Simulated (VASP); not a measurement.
# PtS2 (C2/m) in VASP: notebook, part 2 of 2

VASP 6.6.1.

**4. Single point, LDA+U, collinear spin, ferromagnetic start**

Input file INCAR:

```
SYSTEM = PtS2
PREC = Accurate
ENCUT = 520
EDIFF = 1E-7
ISMEAR = 0
SIGMA = 0.05
LREAL = .FALSE.
LASPH = .TRUE.
NELM = 80
ALGO = Normal
ISIF = 2
LWAVE = .FALSE.
LCHARG = .FALSE.
ISPIN = 2
MAGMOM = 0.5 0 0
LORBIT = 11
LMAXMIX = 4
LDAU = .TRUE.
LDAUTYPE = 2
LDAUL = 2 -1
LDAUU = 5 0
LDAUJ = 0 0
LDAUPRINT = 1
GGA = CA
```

Input file KPOINTS:

```
Automatic mesh
0
G
  6 6 4
  0 0 0
```

Input file POSCAR:

```
PtS2
1.0
    3.1165126000     -1.9104842100      0.0000000000
    3.1165126000      1.9104842100      0.0000000000
   -0.0030682400      0.0000000000      4.3949362900
Pt S
1 2
Direct
    0.0000000000      0.0000000000      0.0000000000
    0.6879000000      0.6879000000      0.2889000000
    0.3121000000      0.3121000000      0.7111000000
```

Potentials or basis: VASP PAW LDA potentials, release 64 (Pt, S).

Run with:

```console
> cat potpaw_LDA.64/Pt/POTCAR potpaw_LDA.64/S/POTCAR > POTCAR
> mpirun -np 1 vasp_std > vasp.out
```

OUTCAR:

```text
SYSTEM = PtS2
   PREC = Accurate
   ENCUT = 520
   EDIFF = 1E-7
   ISMEAR = 0
   LREAL = .FALSE.
   LASPH = .TRUE.
   NELM = 80
   ISIF = 2
   ISPIN = 2
   LORBIT = 11
   GGA = CA

 ion  position               nearest neighbor table
   1  0.000  0.000  0.000-   2 2.32   3 2.32   2 2.58   2 2.58   3 2.58   3 2.58
   2  0.688  0.688  0.289-   1 2.32   1 2.58   1 2.58   3 2.77   3 2.77
   3  0.312  0.312  0.711-   1 2.32   1 2.58   1 2.58   2 2.77   2 2.77

  LATTYP: Found a base centered monoclinic cell.
 ALAT       =     6.2330252000
 B/A-ratio  =     0.6130198896
 C/A-ratio  =     0.7051050204
 COS(beta)  =    -0.0006981305

  Lattice vectors:

 A1 = (   3.1165126000,  -1.9104842100,   0.0000000000)
 A2 = (   3.1165126000,   1.9104842100,   0.0000000000)
 A3 = (  -0.0030682400,   0.0000000000,   4.3949362900)

Analysis of symmetry for initial positions (statically):
=====================================================================
 Subroutine PRICEL returns:
 Original cell was already a primitive cell.

 Routine SETGRP: Setting up the symmetry group for a
 base centered monoclinic supercell.

 Subroutine GETGRP returns: Found  4 space group operations
 (whereof  4 operations were pure point group operations)
 out of a pool of  4 trial point group operations.

The static configuration has the point symmetry C_2h.

Analysis of symmetry for dynamics (positions and initial velocities):
=====================================================================
 Subroutine PRICEL returns:
 Original cell was already a primitive cell.

 Routine SETGRP: Setting up the symmetry group for a
 base centered monoclinic supercell.

 Subroutine GETGRP returns: Found  4 space group operations
 (whereof  4 operations were pure point group operations)
 out of a pool of  4 trial point group operations.

The dynamic configuration has the point symmetry C_2h.

[... 207 lines left out ...]
  free energy    TOTEN  =       -14.26941452 eV

  energy without entropy =      -14.26775763  energy(sigma->0) =      -14.26858607

 E-fermi :   6.9136     XC(G=0): -11.3428

 val. band max:        6.8863039235   @ k =   0.3333   0.3333   0.5000
 cond. band min:       6.9247164404   @ k =   0.3333   0.1667   0.0000
 fundamental gap:      0.0384125169
 Fermi energy:         6.9136423633

 spin component 1

 k-point     1 :       0.0000    0.0000    0.0000
  band No.  band energies     occupation
      1      -8.2108      1.00000
      2      -4.4221      1.00000
      3      -0.2422      1.00000
      4       0.5391      1.00000
      5       0.7580      1.00000
      6       2.6035      1.00000
      7       2.7470      1.00000
      8       4.3762      1.00000
      9       5.6548      1.00000
     10       6.4496      1.00000
     11       6.8792      0.83521
     12       7.4855      0.00000
[... 841 lines left out ...]
      4       0.9113      1.00000
      5       1.5599      1.00000
      6       1.8118      1.00000
      7       2.8096      1.00000
      8       3.3096      1.00000
      9       4.7650      1.00000
     10       5.0432      1.00000
     11       5.9616      1.00000
     12       7.7458      0.00000
     13       9.0179      0.00000
     14      12.4649      0.00000
     15      13.9997      0.00000

 [... further k-points ...]

------------------------ aborting loop because EDIFF is reached ----------------------------------------

  FORCE on cell =-STRESS in cart. coord.  units (eV):
  Direction    XX          YY          ZZ          XY          YZ          ZX
  --------------------------------------------------------------------------------------
  -------------------------------------------------------------------------------------
  Total       -3.7858780     -7.3601647     -3.3674141      0.0000000      0.0000000     -1.8197232
  in kB     -115.8996913   -225.3217924   -103.0889665      0.0000000      0.0000000    -55.7084406
  external PRESSURE =    -148.1034834 kB  Pullay stress =       0.0000000 kB

 VOLUME and BASIS-vectors are now :
 -----------------------------------------------------------------------------
  energy-cutoff  :      520.00
  volume of cell :       52.34
      direct lattice vectors                 reciprocal lattice vectors
     3.116512600 -1.910484210  0.000000000     0.160435738 -0.261713757  0.000112005
     3.116512600  1.910484210  0.000000000     0.160435738  0.261713757  0.000112005
    -0.003068240  0.000000000  4.394936290     0.000000000  0.000000000  0.227534584

 POSITION                                       TOTAL-FORCE (eV/Angst)
 -----------------------------------------------------------------------------------
      0.00000      0.00000      0.00000         0.000000      0.000000      0.000000
      4.28681      0.00000      1.26970        -0.666165      0.000000     -1.215391
      1.94315      0.00000      3.12524         0.666165      0.000000      1.215391
 -----------------------------------------------------------------------------------
    total drift:                               -0.000000     -0.000000      0.000000

  FREE ENERGIE OF THE ION-ELECTRON SYSTEM (eV)
  ---------------------------------------------------
  free  energy   TOTEN  =       -14.2694145180 eV

  energy  without entropy=      -14.2677576293  energy(sigma->0) =      -14.26858607

 total charge

# of ion       s       p       d       tot
------------------------------------------
    1        0.619   0.586   8.389   9.594
    2        1.380   2.163   0.000   3.543
    3        1.380   2.163   0.000   3.543
--------------------------------------------------
tot          3.379   4.913   8.389  16.681

 magnetization (x)

# of ion       s       p       d       tot
------------------------------------------
    1        0.000   0.000  -0.000  -0.000
    2       -0.000   0.000   0.000   0.000
    3       -0.000   0.000   0.000   0.000
--------------------------------------------------
tot          0.000   0.000  -0.000  -0.000
```

Wall time 62 s (1 thread of Intel Xeon Platinum 8259CL at 2.50GHz (Skylake/Cascade Lake), shared host); peak memory 0.2 GiB.

What came out:

```yaml
Free_energy: -14.2694 eV
Pressure: -14.8 GPa
Largest_force: 1.386 eV/Å
Band_gap_on_the_k_mesh: none (metal or under the smearing width)
Net_moment: 0.00 μB per cell
Valence_electrons_inside_the_program's_atomic_spheres: Pt 9.59; S 3.54
```

Forces in eV/Å, atoms in the order of the input:
```
Pt   0.000  0.000  0.000
S   -0.666  0.000 -1.215
S    0.666  0.000  1.215
```

Stress tensor (GPa, compression positive):
```
-11.59   0.00  -5.57
  0.00 -22.53   0.00
 -5.57   0.00 -10.31
```

Eigenvalues of the final occupation matrices:
| site | spin | trace | eigenvalues |
| --- | --- | --- | --- |
| site 1 d | 1 | 4.23 | 0.69 0.75 0.93 0.93 0.93 |
| site 1 d | 2 | 4.23 | 0.69 0.75 0.93 0.93 0.93 |

Caveat: forces of over 1 eV/Å show positions far from the minimum, so gaps and moduli don't describe the material at rest. The state reached can hang on the start; a lower one may exist.

**5. The runs side by side**

```csv
spin,U,fixed moment (μB),gap on the mesh (eV),pressure (GPa),moment (μB),largest force (eV/Å)
"collinear, random start",Pt d U = 3 eV,-,none,-13.6,0.00,1.46
"collinear, ferromagnetic start",Pt d U = 3 eV,2,-,-7.1,2.00,0.68
"collinear, ferromagnetic start",Pt d U = 5 eV,-,none,-14.8,0.00,1.39
```

Alike in all rows: task single point; level LDA+U; potentials or basis VASP PAW LDA potentials, release 64 (Pt, S); cell as given; k mesh 6 × 6 × 4; cutoff (eV) 520; smearing gaussian 0.05 eV.

Caveats: forces of over 1 eV/Å show positions far from the minimum, so gaps and moduli don't describe the material at rest (some runs); the moment is held away from its start (some runs); the total moment is fixed, so each spin has its own Fermi level (some runs).

Total energies depend on the potentials used, so only differences within one code and one set of settings carry meaning.
